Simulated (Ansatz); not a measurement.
Ge in Ansatz: the effect of functional

Crystal: Ge.

```
CELL_PARAMETERS angstrom
1.37827 -2.56537 0.00000
1.37827 2.56537 0.00000
0.00000 0.00000 2.66176
ATOMIC_POSITIONS crystal
Ge 0.50000 0.50000 0.00000
```

This isn't the form of Ge at room conditions, which is diamond.

The cell isn't the ideal one: volume scaled by 0.96.

Alike in all runs:

```yaml
Program: Ansatz 0.2.0
Task: single point
Potentials_or_basis: Ansatz PAW
k_mesh: 11 × 11 × 10
Occupations: fermi-dirac, width 0.05 eV
Spin: no spin polarisation
```

```tsv
functional	cutoff	pressure (GPa)
LDA	420 eV (not typed: the program's choice for these potentials)	?
PBEsol	420 eV (not typed: the program's choice for these potentials)	-1.5
r2SCAN	500 eV (not typed: the program's choice for these potentials)	-0.3
```

**Question.** What does the run with functional LDA give?

**Answer.** Pressure -3.2 GPa.

Caveats: the PAW data sets come from PBE, with cores solved anew for the run's functional, which leaves a small shift of forces and pressure.
